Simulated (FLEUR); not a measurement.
# Ge (P6_3/mmc) in FLEUR: a series of runs

One crystal, Ge, is run at these levels: PBEsol; tasks: band structure, equation of state.

Program: FLEUR MaX-R8.1 (later development tree). These are calculated values, not measurements. Logs are shortened: lines on timing, memory, paths and dates and some standing lists are left out, and cuts for length are marked.

### Step 1. The crystal as given

Symmetry: P6_3/mmc, No. 194, hexagonal system. The conventional cell has a = 3.998 Å, b = 3.998 Å, c = 6.599 Å, α = 90.00°, β = 90.00°, γ = 120.00°. Around Ge (site symmetry 3m) lie 4 Ge at 2.45 to 2.47 Å.

This isn't the form of Ge at room conditions, which is diamond.

### Step 2. Band structure, PBEsol

inp.xml

```xml
<?xml version="1.0" encoding="UTF-8" standalone="no"?>
<fleurInput fleurInputVersion="0.39">
   <comment>
      Ge                                                                                                  
   </comment>
   <calculationSetup>
      <cutoffs Kmax="4.56" Gmax="14.1" GmaxXC="14.1" numbands="0"/>
      <scfLoop itmax="60" minDistance="0.00001" maxIterBroyd="15" imix="Anderson" alpha="0.05" precondParam="0.0" spinf="2.0" sdNocoIR="T"/>
      <coreElectrons ctail="T" frcor="F" kcrel="0" coretail_lmax="0"/>
      <xcFunctional name="PBEs" relativisticCorrections="F"/>
      <magnetism jspins="1"/>
      <soc l_soc="F" theta="0.0" phi="0.0" spav="F"/>
      <expertModes spex="0" secvar="F"/>
      <geometryOptimization l_f="F" forcealpha="1.0" forcemix="BFGS" epsdisp="0.00001" epsforce="0.00001"/>
      <ldaU l_linMix="F" mixParam="0.05" spinf="1.0"/>
   </calculationSetup>
   <cell>
      <bzIntegration valenceElectrons="88.0" mode="hist" fermiSmearingEnergy="0.00183747">
         <kPointListSelection listName="default-1"/>
         <!-- k-points included here -->
         <xi:include xmlns:xi="http://www.w3.org/2001/XInclude" href="kpts.xml"> </xi:include>
      </bzIntegration>
      <!-- symmetry operations included here -->
      <xi:include xmlns:xi="http://www.w3.org/2001/XInclude" href="sym.xml"> </xi:include>
      <bulkLattice scale="1.0">
         <bravaisMatrix>
            <row-1>    7.5543424030371860     0.0000000000000000     0.0000000000000000</row-1>
            <row-2>   -3.7771712016130796     6.5422524300416010     0.0000000000000000</row-2>
            <row-3>    0.0000000000000000     0.0000000000000000    12.4710169182241923</row-3>
         </bravaisMatrix>
      </bulkLattice>
   </cell>
   <atomSpecies>
      <species name="Germanium (Ge)" element="Ge" atomicNumber="32">
         <mtSphere radius="2.15" gridPoints="711" logIncrement="0.017"/>
         <atomicCutoffs lmax="9" lnonsphr="9"/>
         <electronConfig flipSpins="F">
            <coreConfig>(1s1/2) (2s1/2) (2p1/2) (2p3/2)</coreConfig>
            <valenceConfig>(3s1/2) (3p1/2) (3p3/2) (4s1/2) (3d3/2) (3d5/2) (4p1/2) (4p3/2)</valenceConfig>
            <stateOccupation state="(4p1/2)" spinUp="0.333333" spinDown="0.333333"/>
            <stateOccupation state="(4p3/2)" spinUp="0.666667" spinDown="0.666667"/>
         </electronConfig>
         <energyParameters s="4" p="4" d="3" f="4"/>
         <lo type="SCLO" l="0" n="3" eDeriv="0"/>
         <lo type="SCLO" l="1" n="3" eDeriv="0"/>
         <lo type="SCLO" l="1" n="3" eDeriv="1"/>
         <lo type="HELO" l="2" n="4" eDeriv="0"/>
         <lo type="HELO" l="2" n="4" eDeriv="1"/>
         <lo type="SCLO" l="3" n="4" eDeriv="2"/>
      </species>
   </atomSpecies>
   <atomGroups>
      <atomGroup species="Germanium (Ge)">
         <relPos label="                   1">1.000/3.000 -1.000/3.000 -.0629012500</relPos>
         <relPos label="                   2">-1.000/3.000 1.000/3.000 .4370987500</relPos>
         <relPos label="                   3">1.000/3.000 -1.000/3.000 -.4370987500</relPos>
         <relPos label="                   4">-1.000/3.000 1.000/3.000 .0629012500</relPos>
         <force calculate="T" relaxXYZ="TTT"/>
      </atomGroup>
   </atomGroups>
   <output dos="F" band="F" slice="F">
      <checks vchk="F" cdinf="F"/>
      <bandDOS minEnergy="-.5*Htr" maxEnergy="0.5*Htr" sigma="0.015" storeEVData="T"/>
      <vacuumDOS vacdos="F" integ="F" star="F" nstars="0" locx1="0.0" locy1="0.0" locx2="0.0" locy2="0.0" nstm="0" tworkf="0.0"/>
      <unfoldingBand unfoldBand="F" supercellX="1" supercellY="1" supercellZ="1"/>
      <plotting iplot="0" polar="F">
         <plot TwoD="T" vec1="  1.0  0.0  0.0" vec2="  0.0  1.0  0.0" vec3="  0.0  0.0  1.0" zero="  0.0  0.0  0.0" file="plot"/>
      </plotting>
      <chargeDensitySlicing numkpt="0" minEigenval="0.0" maxEigenval="0.0" nnne="0" pallst="F"/>
      <specialOutput eonly="F"/>
      <moessbauerParams electricFieldGradient="T" isomerShift="T" coreHyperfine="T" valenceHyperfine="T"/>
      <magneticCircularDichroism mcd="F" energyLo="-10.0" energyUp="0.0"/>
   </output>
  <!-- We include the file relax.xml here to enable relaxations (see documentation) -->
  <xi:include xmlns:xi="http://www.w3.org/2001/XInclude" href="relax.xml"> <xi:fallback/> </xi:include>
</fleurInput>
```

crystal.txt

```
Ge
&input cartesian=F /
3.9975858431  0.0000000000  0.0000000000
-1.9987929216  3.4620108940  0.0000000000
0.0000000000  0.0000000000  6.5993779500
1.8897261246
1.0 1.0 1.0

4
32 0.3333333334  0.6666666668  0.9370987500
32 0.6666666668  0.3333333334  0.4370987500
32 0.3333333334  0.6666666668  0.5629012500
32 0.6666666668  0.3333333334  0.0629012500

&kpt div1=8 div2=8 div3=4 gamma=T /
```

inp.xml (bands)

```
<?xml version="1.0" encoding="UTF-8" standalone="no"?>
<fleurInput fleurInputVersion="0.39">
   <comment>
      Ge                                                                                                  
   </comment>
   <calculationSetup>
      <cutoffs Kmax="4.56" Gmax="14.1" GmaxXC="14.1" numbands="0"/>
      <scfLoop itmax="60" minDistance="0.00001" maxIterBroyd="15" imix="Anderson" alpha="0.05" precondParam="0.0" spinf="2.0" sdNocoIR="T"/>
      <coreElectrons ctail="T" frcor="F" kcrel="0" coretail_lmax="0"/>
      <xcFunctional name="PBEs" relativisticCorrections="F"/>
      <magnetism jspins="1"/>
      <soc l_soc="F" theta="0.0" phi="0.0" spav="F"/>
      <expertModes spex="0" secvar="F"/>
      <geometryOptimization l_f="F" forcealpha="1.0" forcemix="BFGS" epsdisp="0.00001" epsforce="0.00001"/>
      <ldaU l_linMix="F" mixParam="0.05" spinf="1.0"/>
   </calculationSetup>
   <cell>
      <bzIntegration valenceElectrons="88.0" mode="hist" fermiSmearingEnergy="0.00183747">
         <kPointListSelection listName="path-1"/>
         <!-- k-points included here -->
         <xi:include xmlns:xi="http://www.w3.org/2001/XInclude" href="kpts.xml"> </xi:include>
      </bzIntegration>
      <!-- symmetry operations included here -->
      <xi:include xmlns:xi="http://www.w3.org/2001/XInclude" href="sym.xml"> </xi:include>
      <bulkLattice scale="1.0">
         <bravaisMatrix>
            <row-1>    7.5543424030371860     0.0000000000000000     0.0000000000000000</row-1>
            <row-2>   -3.7771712016130796     6.5422524300416010     0.0000000000000000</row-2>
            <row-3>    0.0000000000000000     0.0000000000000000    12.4710169182241923</row-3>
         </bravaisMatrix>
      </bulkLattice>
   </cell>
   <atomSpecies>
      <species name="Germanium (Ge)" element="Ge" atomicNumber="32">
         <mtSphere radius="2.15" gridPoints="711" logIncrement="0.017"/>
         <atomicCutoffs lmax="9" lnonsphr="9"/>
         <electronConfig flipSpins="F">
            <coreConfig>(1s1/2) (2s1/2) (2p1/2) (2p3/2)</coreConfig>
            <valenceConfig>(3s1/2) (3p1/2) (3p3/2) (4s1/2) (3d3/2) (3d5/2) (4p1/2) (4p3/2)</valenceConfig>
            <stateOccupation state="(4p1/2)" spinUp="0.333333" spinDown="0.333333"/>
            <stateOccupation state="(4p3/2)" spinUp="0.666667" spinDown="0.666667"/>
         </electronConfig>
         <energyParameters s="4" p="4" d="3" f="4"/>
         <lo type="SCLO" l="0" n="3" eDeriv="0"/>
         <lo type="SCLO" l="1" n="3" eDeriv="0"/>
         <lo type="SCLO" l="1" n="3" eDeriv="1"/>
         <lo type="HELO" l="2" n="4" eDeriv="0"/>
         <lo type="HELO" l="2" n="4" eDeriv="1"/>
         <lo type="SCLO" l="3" n="4" eDeriv="2"/>
      </species>
   </atomSpecies>
   <atomGroups>
      <atomGroup species="Germanium (Ge)">
         <relPos label="                   1">1.000/3.000 -1.000/3.000 -.0629012500</relPos>
         <relPos label="                   2">-1.000/3.000 1.000/3.000 .4370987500</relPos>
         <relPos label="                   3">1.000/3.000 -1.000/3.000 -.4370987500</relPos>
         <relPos label="                   4">-1.000/3.000 1.000/3.000 .0629012500</relPos>
         <force calculate="T" relaxXYZ="TTT"/>
      </atomGroup>
   </atomGroups>
   <output dos="F" band="T" slice="F">
      <checks vchk="F" cdinf="F"/>
      <bandDOS minEnergy="-.5*Htr" maxEnergy="0.5*Htr" sigma="0.015" storeEVData="T"/>
      <vacuumDOS vacdos="F" integ="F" star="F" nstars="0" locx1="0.0" locy1="0.0" locx2="0.0" locy2="0.0" nstm="0" tworkf="0.0"/>
      <unfoldingBand unfoldBand="F" supercellX="1" supercellY="1" supercellZ="1"/>
      <plotting iplot="0" polar="F">
         <plot TwoD="T" vec1="  1.0  0.0  0.0" vec2="  0.0  1.0  0.0" vec3="  0.0  0.0  1.0" zero="  0.0  0.0  0.0" file="plot"/>
      </plotting>
      <chargeDensitySlicing numkpt="0" minEigenval="0.0" maxEigenval="0.0" nnne="0" pallst="F"/>
      <specialOutput eonly="F"/>
      <moessbauerParams electricFieldGradient="T" isomerShift="T" coreHyperfine="T" valenceHyperfine="T"/>
      <magneticCircularDichroism mcd="F" energyLo="-10.0" energyUp="0.0"/>
   </output>
  <!-- We include the file relax.xml here to enable relaxations (see documentation) -->
  <xi:include xmlns:xi="http://www.w3.org/2001/XInclude" href="relax.xml"> <xi:fallback/> </xi:include>
</fleurInput>
```

Potentials or basis: all-electron, FLAPW.

Command:

```bash
$ inpgen -f crystal.txt -profile fastHighL
$ # inp.xml edited to the form shown
$ mpirun -n 4 fleur_MPI -pe_per_kpt 1
$ mpirun -n 4 fleur_MPI -pe_per_kpt 1   # second run, on inp.xml (bands)
```

Output:

```text
Welcome to FLEUR        (www.flapw.de)
      MaX-Release 8.1          (www.max-centre.eu)

 ========== k-point set info ==========
 Selected k-point list: default-1
 k-point list type: mesh
 8 x 8 x 4
 Number of k points: 30

 ------------Calculation Setup---------------------------
 Number of MPI-tasks      :            4
 Number of PE/node        :            4
 Number of OMP-threads    :            1
 Using exactly            1  PE per kpt
 k-points in parallel     :            4
 pe's per k-point         :            1
 No of k-point loops      :            7
 Info/Warning             : your k-point parallelism is not fully load-balanced
 Using exactly            1  PE per kpt
 Using exactly            1  PE per kpt
 Using exactly            1  PE per kpt
 Eigenvalue solver        :       lapack
 Number of basis functions:         1182
 Approximate size of matrices (H+S) per k-point:         0.021 GB
 --------------------------------------------------------
 Iteration:     1   Distance:       6.47516163 me/bohr^3
 Iteration:     2   Distance:       6.06177960 me/bohr^3
 Iteration:     3   Distance:       2.33338692 me/bohr^3
 Iteration:     4   Distance:       0.33696504 me/bohr^3
 Iteration:     5   Distance:       0.34222955 me/bohr^3
 Iteration:     6   Distance:       0.04668144 me/bohr^3
 Iteration:     7   Distance:       0.02511993 me/bohr^3
 Iteration:     8   Distance:       0.00811744 me/bohr^3
 Iteration:     9   Distance:       0.00172340 me/bohr^3
 Iteration:    10   Distance:       0.00177416 me/bohr^3
 Iteration:    11   Distance:       0.00018980 me/bohr^3
 Iteration:    12   Distance:       0.00001244 me/bohr^3
 Iteration:    13   Distance:       0.00002028 me/bohr^3
 Iteration:    14   Distance:       0.00000069 me/bohr^3

 ********************************************************************
 Run finished successfully
 Stop message:
   all done
 ********************************************************************
```

Wall time 61 s (4 MPI ranks of Intel Xeon Platinum 8375C at 2.90GHz (Ice Lake), shared host).

Results:

- Free energy: -228310.0468 eV
- Band gap along the path: none (metal or under the smearing width)
- Valence electrons inside the program's atomic spheres: Ge 19.96 (radii Ge 2.15 bohr)

Levels at the corners of the path, in eV from the Fermi level:
| point | band 41 | band 42 | band 43 | band 44 | band 45 | band 46 | band 47 | band 48 |
| --- | --- | --- | --- | --- | --- | --- | --- | --- |
| Γ | -1.48 | -0.15 | -0.13 | -0.03 | 0.12 | 0.12 | 2.24 | 2.24 |
| M | -4.60 | -3.07 | -2.83 | -1.44 | 0.46 | 1.61 | 3.49 | 3.67 |
| K | -5.01 | -3.48 | -3.48 | -3.21 | 1.39 | 4.56 | 4.56 | 5.07 |
| Γ | -1.48 | -0.15 | -0.13 | -0.03 | 0.12 | 0.12 | 2.24 | 2.24 |
| A | -0.85 | -0.85 | -0.85 | -0.85 | 0.64 | 0.64 | 3.34 | 3.34 |
| L | -2.55 | -2.55 | -2.41 | -2.41 | 0.47 | 0.47 | 2.05 | 2.05 |
| H | -4.31 | -4.31 | -2.02 | -2.02 | 1.20 | 1.20 | 4.05 | 4.05 |
| A | -0.85 | -0.85 | -0.85 | -0.85 | 0.64 | 0.64 | 3.34 | 3.34 |
| L | -2.55 | -2.55 | -2.41 | -2.41 | 0.47 | 0.47 | 2.05 | 2.05 |
| M | -4.60 | -3.07 | -2.83 | -1.44 | 0.46 | 1.61 | 3.49 | 3.67 |
| K | -5.01 | -3.48 | -3.48 | -3.21 | 1.39 | 4.56 | 4.56 | 5.07 |
| H | -4.31 | -4.31 | -2.02 | -2.02 | 1.20 | 1.20 | 4.05 | 4.05 |

Core levels (eV from the Fermi level):
```
atom                                                       levels
1 Ge  1s1/2 -10944.4, 2s1/2 -1365.6, 2p1/2 -1214.5, 2p3/2 -1182.7
2 Ge  1s1/2 -10944.4, 2s1/2 -1365.6, 2p1/2 -1214.5, 2p3/2 -1182.7
3 Ge  1s1/2 -10944.4, 2s1/2 -1365.6, 2p1/2 -1214.5, 2p3/2 -1182.7
4 Ge  1s1/2 -10944.4, 2s1/2 -1365.6, 2p1/2 -1214.5, 2p3/2 -1182.7
```

(Part 1 of 2 ends here.)
